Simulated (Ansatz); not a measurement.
# Barriers and T(E) in Si/Be, part 4 of 5

Aim: where the metal's Fermi level sits in the semiconductor's gap in Si/Be, and what the stack passes. The semiconductor is Si diamond(111), undoped, with its far face capped by hydrogen, and the metal is Be hcp(0001) sqrt3 x sqrt3, in direct contact. After relaxation the nearest pair at the metal is Be–Si at 2.43 Å, at a slant. The common net has a side of 3.868 Å, which strains the semiconductor by +0.0 % and the metal by -1.2 %, against typed lattice constants near PBE's. The first steps treat the bulk crystals alone.

Ansatz 0.2.0; PBE DFT, plane waves, PAW files (the session's first sound run).

So far. Step 4 (Relaxation): The largest force component on a free atom ends at 0.018 eV/Å. At one or more of this run's solves the program warned of density in the dipole ramp over its bound, where dipole, forces and levels can be off. Step 5 (T(E) from the semiconductor into the metal, atomic …): The semiconductor's channels close between -0.25 and +0.40 eV.

**6. The contact's transmission, atomic planes in the barrier 10, gap between the electrodes 17.98 Å**

Level of this step: PBE DFT, plane waves, PAW files; ballistic transmission by layer matching between semi-infinite leads (Ansatz).

System of this step: Si/Be. The cell holds 74 atoms: 28 Si, 45 Be and 1 H. Its edges and angles: a = 3.868 Å, b = 3.868 Å, c = 98.548 Å, α = 90.0°, β = 90.0°, γ = 120.0°. Regions: left electrode, 18 atoms (18 Si); barrier, 10 atoms (10 Si); right electrode, 45 atoms (45 Be). Vacuum lies along c.

More semiconductor under the metal, by copies of a relaxed pair of planes.

Contents of input.yaml:

```yaml
crystal:
  lattice:
    - [3.868, 0.0, 0.0]
    - [-1.934, 3.3497862618, 0.0]
    - [0.0, 0.0, 98.5479562664]
  atoms:
    - { symbol: Si, position: [0.0, 0.0, 0.15728383] }
    - { symbol: Si, position: [0.33333333, 0.66666667, 0.1652952443] }
    - { symbol: Si, position: [0.33333333, 0.66666667, 0.1893294871] }
    - { symbol: Si, position: [0.66666667, 0.33333333, 0.1973409013] }
    - { symbol: Si, position: [0.66666667, 0.33333333, 0.2213751441] }
    - { symbol: Si, position: [0.0, 0.0, 0.2293865584] }
    - { symbol: Si, position: [0.0, 0.0, 0.2534208012] }
    - { symbol: Si, position: [0.33333333, 0.66666667, 0.2614322154] }
    - { symbol: Si, position: [0.33333333, 0.66666667, 0.2854664582] }
    - { symbol: Si, position: [0.66666667, 0.33333333, 0.2934778725] }
    - { symbol: Si, position: [0.66666667, 0.33333333, 0.3175121153] }
    - { symbol: Si, position: [0.0, 0.0, 0.3255235296] }
    - { symbol: Si, position: [0.0, 0.0, 0.3495577724] }
    - { symbol: Si, position: [0.33333333, 0.66666667, 0.3575691866] }
    - { symbol: Si, position: [0.33333333, 0.66666667, 0.3816034294] }
    - { symbol: Si, position: [0.66666667, 0.33333333, 0.3896148437] }
    - { symbol: Si, position: [0.66666667, 0.33333333, 0.413630148] }
    - { symbol: Si, position: [0.0, 0.0, 0.4216538183] }
    - { symbol: Si, position: [0.0, 0.0, 0.4456787585] }
    - { symbol: Si, position: [0.33333333, 0.66666667, 0.4536934806] }
    - { symbol: Si, position: [0.33333333, 0.66666667, 0.4777098986] }
    - { symbol: Si, position: [0.66666667, 0.33333333, 0.4857291752] }
    - { symbol: Si, position: [0.66666667, 0.33333333, 0.5099269123] }
    - { symbol: Si, position: [0.0, 0.0, 0.5179461889] }
    - { symbol: Si, position: [0.0, 0.0, 0.542143926] }
    - { symbol: Si, position: [0.33333333, 0.66666667, 0.5501632026] }
    - { symbol: Si, position: [0.33333333, 0.66666667, 0.5743609397] }
    - { symbol: Si, position: [0.66666667, 0.33333333, 0.5832080812] }
    - { symbol: Be, position: [0.99725574, 0.33388165, 0.6041371759] }
    - { symbol: Be, position: [0.33662591, 0.00274426, 0.6041371759] }
    - { symbol: Be, position: [0.66611835, 0.66337409, 0.6041371759] }
    - { symbol: Be, position: [0.33333333, 0.66666667, 0.6223856662] }
    - { symbol: Be, position: [0.66666667, 0.33333333, 0.6226631076] }
    - { symbol: Be, position: [0.0, 0.0, 0.6224956106] }
    - { symbol: Be, position: [0.0, 0.33333333, 0.6407950126] }
    - { symbol: Be, position: [0.33333333, 0.0, 0.6407950126] }
    - { symbol: Be, position: [0.66666667, 0.66666667, 0.6407950126] }
    - { symbol: Be, position: [0.33333333, 0.66666667, 0.6588901937] }
    - { symbol: Be, position: [0.66666667, 0.33333333, 0.6588901937] }
    - { symbol: Be, position: [0.0, 0.0, 0.6588901937] }
    - { symbol: Be, position: [0.0, 0.33333333, 0.6769853748] }
    - { symbol: Be, position: [0.33333333, 0.0, 0.6769853748] }
    - { symbol: Be, position: [0.66666667, 0.66666667, 0.6769853748] }
    - { symbol: Be, position: [0.33333333, 0.66666667, 0.6950805559] }
    - { symbol: Be, position: [0.66666667, 0.33333333, 0.6950805559] }
    - { symbol: Be, position: [0.0, 0.0, 0.6950805559] }
    - { symbol: Be, position: [0.0, 0.33333333, 0.713175737] }
    - { symbol: Be, position: [0.33333333, 0.0, 0.713175737] }
    - { symbol: Be, position: [0.66666667, 0.66666667, 0.713175737] }
    - { symbol: Be, position: [0.33333333, 0.66666667, 0.7312709181] }
    - { symbol: Be, position: [0.66666667, 0.33333333, 0.7312709181] }
    - { symbol: Be, position: [0.0, 0.0, 0.7312709181] }
    - { symbol: Be, position: [0.0, 0.33333333, 0.7493660992] }
    - { symbol: Be, position: [0.33333333, 0.0, 0.7493660992] }
    - { symbol: Be, position: [0.66666667, 0.66666667, 0.7493660992] }
    - { symbol: Be, position: [0.33333333, 0.66666667, 0.7674612803] }
    - { symbol: Be, position: [0.66666667, 0.33333333, 0.7674612803] }
    - { symbol: Be, position: [0.0, 0.0, 0.7674612803] }
    - { symbol: Be, position: [0.0, 0.33333333, 0.7855564614] }
    - { symbol: Be, position: [0.33333333, 0.0, 0.7855564614] }
    - { symbol: Be, position: [0.66666667, 0.66666667, 0.7855564614] }
    - { symbol: Be, position: [0.33333333, 0.66666667, 0.8036516425] }
    - { symbol: Be, position: [0.66666667, 0.33333333, 0.8036516425] }
    - { symbol: Be, position: [0.0, 0.0, 0.8036516425] }
    - { symbol: Be, position: [0.0, 0.33333333, 0.8217468236] }
    - { symbol: Be, position: [0.33333333, 0.0, 0.8217468236] }
    - { symbol: Be, position: [0.66666667, 0.66666667, 0.8217468236] }
    - { symbol: Be, position: [0.33333333, 0.66666667, 0.8398420047] }
    - { symbol: Be, position: [0.66666667, 0.33333333, 0.8398420047] }
    - { symbol: Be, position: [0.0, 0.0, 0.8398420047] }
    - { symbol: Be, position: [0.0, 0.33333333, 0.8579371858] }
    - { symbol: Be, position: [0.33333333, 0.0, 0.8579371858] }
    - { symbol: Be, position: [0.66666667, 0.66666667, 0.8579371858] }
    - { symbol: H, position: [0.0, 0.0, 0.1420628142] }
kpoints:
  mp_grid: { grid: [8, 8, 1] }
scf:
  occupations: { method: fermi_dirac, width: 0.1 }
  max_iter: 150
hamiltonian:
  xc: pbe
efield:
  axis: 3
  dipole_correction: true
output:
  transmission:
    kmesh: [12, 12]
    e_range: [-2.5, 2.5]
    de: 0.05
    leads: [[7, 9], [49, 55]]
  dos: { projected: true, e_range: [-6, 5], de: 0.05 }
  write_potential: true
  write_density: true
  volumetric_format: npy
```

Run with:

```console
$ ansatz run input.yaml --threads 8 --pin off --max-ram 24576MiB --backend cpu --events-out ev --progress --plain --runs-dir out
```

Numbers of over 12 decimals in the logs are rounded to 6 here.

Output:

```text
[...]
Crystal: 74 atoms, lattice volume = 1276.883 Å³
Basis set: ecut = 420 eV, 25181 PW (Γ)
Bands: 176, of which v1, the nominal top of the filled ones, is band 102 counted from 1 (101 counted from 0)
Symmetry: 3 space group operations
[...]
k-points: 12 of 64 (time reversal used)
[...]
SCF iter   1: F=—  HF=-21990.531345 eV  |F-HF|=—  |Δ(HF+E_count)|=         —  Δρ=2.05e-3  dr2=5.42e0  ethr=1.77e-3  p=-0.126 e·Å  D=-1.79e-2 V/Å  ΔV_dip=1.76 eV  dr2_dipole=1.95e0  V_vac-E_F(+/−)=5.68/3.92 eV  ⟨swp⟩=13.8  Hψ=19137  notcnv=0  defer=277
[...]
SCF iter  13: F=-21990.478254 eV  HF=-21990.478254 eV  |F-HF|=6.72e-8  |Δ(HF+E_count)|=   6.72e-9  Δρ=8.71e-7  dr2=5.74e-8  ethr=4.93e-11  p=-0.068 e·Å  D=-9.70e-3 V/Å  ΔV_dip=0.96 eV  dr2_dipole=1.85e-8  V_vac-E_F(+/−)=5.34/4.38 eV  ⟨swp⟩=22.8  Hψ=11918  notcnv=0
SCF 1 converged in 13 iterations: F = -21990.478254 eV  dr2 = 5.74e-8
[...]
transmission: 181 of 1716 steps passed
transmission: 349 of 1716 steps passed
[...]
transmission: 1716 of 1716 steps passed
[...]
SCF converged after 13 iterations
Free energy (F): -21990.478254 eV
[...]
Internal energy: -21990.315657 eV  (E = F + TS)
E sigma→0 (E₀):  -21990.396956 eV
Entropy (-TS):   -0.162596 eV (-2.197 meV/atom)
Fermi energy:    3.695582 eV
Dipole field:    D = -0.009770 V/Å  (p = -0.068939 e·Å, saw-weighted, corrected)
Work function:   Φ+ = 5.3411 eV   Φ− = 4.3783 eV
[...]
--- Band table (eV; the first three rows and the last of 12) ---
  k-point 0: bands = [... 98 lower, 3.1335, 3.1335, 3.2075, 3.2075, 3.2322, 3.2322, 3.3082, 3.3082, ... 70 higher]
  k-point 1: bands = [... 98 lower, 3.3078, 3.5507, 3.7127, 3.7905, 3.8461, 4.0227, 4.1491, 4.2584, ... 70 higher]
  k-point 2: bands = [... 98 lower, 2.8108, 3.3197, 3.9475, 4.4275, 4.6271, 4.7678, 4.8743, 4.9450, ... 70 higher]
  k-point 11: bands = [... 98 lower, 2.8650, 3.2280, 3.4680, 3.8881, 3.9179, 4.5534, 4.7916, 4.8433, ... 70 higher]
--- Transmission ---
  basis      : 121 plane waves across, 66 finite elements along
  points     : 26, standing for a mesh of 12 x 12
[...]
channels       : 0.000000e0 a spin
[...]
slowest decay  : 0.0742 /Å at (0.0000, 0.0000)
[...]
channels       : 4.305556e-1 a spin
[...]
slowest decay  : 0.0327 /Å at (0.5000, 0.1667)
  junction   : crystal 0 to crystal 1, 32.87 to 70.52 Å
    transmission   : 0.000000e0 a spin
[...]
```

Run time: 3.8 min. Hardware: 8 threads of Arm Neoverse V2, shared host; peak memory 8.6 GiB; 28 min of CPU time.

Numbers from this step:

```
free energy                      : -21990.4783 eV
Fermi energy                     : 3.696 eV
potential step in the lower lead : 11.3 meV
work function, upper face        : 5.341 eV
work function, lower face        : 4.378 eV
dipole moment                    : -0.06894 e·Å
dipole field                     : -0.009770 V/Å
```

One spin. Table of transmission, zone mean by energy, zero at the Fermi level:

energy (eV), transmission, zone mean and a bar:
```
   -2.400       0.83 ################
   -2.200       0.88 #################
   -2.000       0.80 ###############
   -1.800       0.71 ##############
   -1.600       0.67 #############
   -1.400       0.50 ##########
   -1.200       0.34 #######
   -1.000       0.22 ####
   -0.800       0.08 ##
   -0.600       0.09 ##
   -0.400       0.02 
   -0.200       0.00 
    0.000       0.00 
    0.200       0.00 
    0.400       0.00 
    0.600       0.01 
    0.800       0.03 #
    1.000       0.05 #
    1.200       0.30 ######
    1.400       0.53 ##########
    1.600       0.82 ################
    1.800       1.07 #####################
    2.000       1.30 #########################
    2.200       1.50 #############################
    2.300       1.55 ##############################
    2.400       1.34 ##########################
```

One spin. Open channels, zone mean against energy, zero at the Fermi level:

| energy (eV) | lower lead | upper lead |
| --- | --- | --- |
| -2.400 | 1.59 | 2.06 |
| -2.200 | 1.63 | 1.93 |
| -2.000 | 1.59 | 1.81 |
| -1.800 | 1.47 | 1.72 |
| -1.600 | 1.34 | 1.64 |
| -1.400 | 1.02 | 1.35 |
| -1.200 | 0.771 | 1.18 |
| -1.000 | 0.646 | 1.12 |
| -0.800 | 0.312 | 0.931 |
| -0.600 | 0.271 | 0.931 |
| -0.400 | 0.146 | 0.847 |
| -0.200 | 0 | 0.514 |
| 0.000 | 0 | 0.431 |
| 0.200 | 0 | 0.431 |
| 0.400 | 0.0417 | 0.306 |
| 0.600 | 0.208 | 0.347 |
| 0.800 | 0.333 | 0.472 |
| 1.000 | 0.583 | 0.979 |
| 1.200 | 0.833 | 1.77 |
| 1.400 | 1.03 | 2.06 |
| 1.600 | 1.40 | 2.31 |
| 1.800 | 1.99 | 3.52 |
| 2.000 | 2.07 | 3.77 |
| 2.200 | 2.28 | 3.65 |
| 2.400 | 1.99 | 3.60 |

Projected DOS an atom over height of the atomic layer and energy from the Fermi level. Layers: H Si Si Si Si Si Si Si Si Si Si Si Si Si Si Si Si Si Si Si Si Si Si Si Si Si Si Si Si Be3 Be3 Be3 Be3 Be3 Be3 Be3 Be3 Be3 Be3 Be3 Be3 Be3 Be3 Be3; projections on atoms miss part of the total, and the computed bands can run out at the top of the range; a column is the mean of 3 neighbouring layers, the last of those left over.

Values in states/eV, 22 rows by 15 columns, each cell a mean:
```
0.31 0.32 0.37 0.35 0.35 0.36 0.35 0.34 0.35 0.22 0.03 0.02 0.02 0.03 0.09
0.35 0.39 0.40 0.41 0.40 0.41 0.41 0.44 0.45 0.27 0.04 0.04 0.04 0.03 0.08
0.46 0.54 0.53 0.52 0.55 0.53 0.57 0.58 0.60 0.31 0.05 0.04 0.04 0.04 0.08
0.56 0.75 0.72 0.75 0.73 0.73 0.70 0.67 0.64 0.35 0.05 0.05 0.04 0.06 0.08
0.43 0.49 0.50 0.46 0.48 0.48 0.50 0.52 0.52 0.38 0.08 0.07 0.06 0.10 0.09
0.45 0.64 0.59 0.61 0.60 0.61 0.62 0.61 0.59 0.44 0.15 0.12 0.11 0.16 0.05
0.31 0.57 0.58 0.58 0.56 0.54 0.52 0.50 0.46 0.40 0.12 0.21 0.23 0.11 0.02
0.13 0.29 0.29 0.28 0.28 0.27 0.27 0.25 0.26 0.33 0.06 0.07 0.06 0.03 0.02
0.03 0.12 0.14 0.14 0.14 0.13 0.11 0.09 0.08 0.12 0.02 0.01 0.01 0.01 0.02
0.01 0.01 0.02 0.02 0.02 0.02 0.01 0.02 0.03 0.05 0.01 0.01 0.01 0.02 0.05
0.01 0.01 0.01 0.02 0.02 0.03 0.03 0.04 0.09 0.09 0.02 0.01 0.02 0.03 0.07
0.08 0.12 0.15 0.16 0.16 0.17 0.18 0.20 0.23 0.13 0.04 0.01 0.01 0.03 0.08
0.21 0.33 0.37 0.36 0.37 0.38 0.40 0.44 0.47 0.29 0.05 0.04 0.04 0.06 0.13
0.41 0.63 0.60 0.60 0.61 0.62 0.63 0.63 0.61 0.38 0.06 0.06 0.06 0.06 0.14
0.51 0.74 0.67 0.70 0.70 0.70 0.68 0.69 0.71 0.44 0.07 0.07 0.07 0.07 0.13
0.51 0.76 0.78 0.73 0.74 0.75 0.76 0.75 0.73 0.49 0.09 0.08 0.08 0.10 0.13
0.48 0.66 0.57 0.61 0.60 0.60 0.59 0.60 0.60 0.47 0.10 0.12 0.11 0.10 0.14
0.45 0.49 0.60 0.56 0.56 0.55 0.55 0.55 0.52 0.45 0.12 0.11 0.11 0.11 0.16
0.62 0.44 0.44 0.45 0.44 0.43 0.40 0.33 0.32 0.39 0.14 0.13 0.13 0.14 0.16
0.08 0.15 0.15 0.15 0.15 0.14 0.14 0.14 0.17 0.29 0.17 0.17 0.17 0.18 0.17
0.09 0.17 0.15 0.16 0.15 0.16 0.16 0.17 0.18 0.24 0.18 0.19 0.19 0.19 0.17
0.14 0.20 0.22 0.20 0.22 0.22 0.22 0.24 0.23 0.22 0.17 0.19 0.18 0.18 0.15
```
Columns: height of the atomic layer (Å) from 15.3 to 83.7 (not evenly spaced); rows upwards: energy from the Fermi level (eV) from -6 to 5.

The semiconductor's channels close between -0.25 and +0.40 eV. In the worse lead the potential repeats within 45 meV, which the program flags as too much for a lead, so the metal lead, which has this step, is on the short side.

(Continued in part 5 of 5.)

[Logs are printed without paths, hosts, clocks, repeated set-up lines and the standing remarks that a program may print on its own settings, such as how far it seeks lower states.]

[Hosts, paths, dates, database ids (printed as entryN), source tags and the programs' standing remarks are cut or masked in the printed files.]
